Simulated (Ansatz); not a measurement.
The system is MoS2.

```xyz
6
Lattice="3.1690 0.0000 0.0000 -1.5845 2.7444 0.0000 0.0000 0.0000 12.3240" Properties=species:S:1:pos:R:3 pbc="T T T"
Mo    1.5845    0.9148    9.2430
Mo    0.0000    1.8296    3.0810
S     1.5845    0.9148    4.6461
S     0.0000    1.8296   10.8081
S     1.5845    0.9148    1.5159
S     0.0000    1.8296    7.6779
```

* Program: Ansatz 0.2.0
* Task: relaxation of cell and atoms
* Functional: revPBE
* Dispersion: D3(BJ)
* Potentials or basis: Ansatz PAW
* Cutoff: 420 eV (not typed: the program's choice for these potentials)
* k mesh: 10 × 10 × 3
* Occupations: fermi-dirac, width 0.05 eV
* Spin: no spin polarisation

At the start: volume 17.86 Å³/atom.

Question: Where does the relaxation end?

Answer: It ends after 7 steps and the volume is 16.55 Å³/atom (-7.3 %); space group P6_3/mmc (No. 194, to 0.05 Å).

The path:
```
step  energy change (eV)  largest force (eV/Å)  volume (Å³)
   1              0.0000                0.0094       107.18
   2             -0.0472                0.3118        96.33
   3             -0.0989                0.0367       100.02
   4             -0.1006                0.0185        99.25
   5             -0.1007                0.0296        99.29
   6             -0.1007                0.0002        99.32
   7             -0.0996                0.0000        99.32
```

Final structure:
```xyz
6
Lattice="3.1280 0.0000 0.0000 -1.5640 2.7089 0.0000 0.0000 0.0000 11.7218" Properties=species:S:1:pos:R:3 pbc="T T T"
Mo    1.5640    0.9030    8.7914
Mo    0.0000    1.8059    2.9305
S     1.5640    0.9030    4.4995
S     0.0000    1.8059   10.3604
S     1.5640    0.9030    1.3614
S     0.0000    1.8059    7.2223
```

Caveat: the plane-wave basis is chosen anew once the cell has moved, so the energies of steps on either side of that aren't comparable; the PAW data sets come from PBE, with cores solved anew for the run's functional, which leaves a small shift of forces and pressure.
